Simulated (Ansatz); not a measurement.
# Piezoelectric tensor of CuCl

All numbers below come from DFT r2SCAN+D3(BJ), scalar-relativistic, plane waves, PAW in Ansatz 0.2.0. Cutoff 500 eV, 10×10×10 k-points (Γ-centred), fixed occupations. No spin polarisation.

The cell is fixed (symmetry leaves no force on the atoms) and stands under 0.2 GPa:
```yaml
crystal:
  lattice:
    - [0.00000, 2.65720, 2.65720]
    - [2.65720, 0.00000, 2.65720]
    - [2.65720, 2.65720, 0.00000]
  atoms:
    - { symbol: Cu, position: [0.00000, 0.00000, 0.00000] }
    - { symbol: Cl, position: [0.25000, 0.25000, 0.25000] }
```

The cell is the ideal cubic zincblende prototype.

Question: Give the relaxed-ion proper piezoelectric stress tensor e_iJ (C/m², Voigt columns xx yy zz yz xz xy).

Answer:
```
x   0.000 0.000 0.000 0.469 0.000 0.000
y   0.000 0.000 0.000 0.000 0.469 0.000
z   0.000 0.000 0.000 0.000 0.000 0.469
```
Signs follow the orientation of the cell as given.

Question: With the elastic constants (GPa, Voigt order)
C11 = 67.9, C12 = 58.6, C13 = 58.6, C22 = 67.9, C23 = 58.6, C33 = 67.9, C44 = 11.6, C55 = 11.6, C66 = 11.6 GPa; the others vanish.
find the strain coefficients d = e·C⁻¹ (pC/N).

Answer:
```
x    0.0  0.0  0.0 40.3  0.0  0.0
y    0.0  0.0  0.0  0.0 40.3  0.0
z    0.0  0.0  0.0  0.0  0.0 40.3
```

Cost: 1 run of about 9 core-minutes, on Arm Neoverse N1 (shared hosts).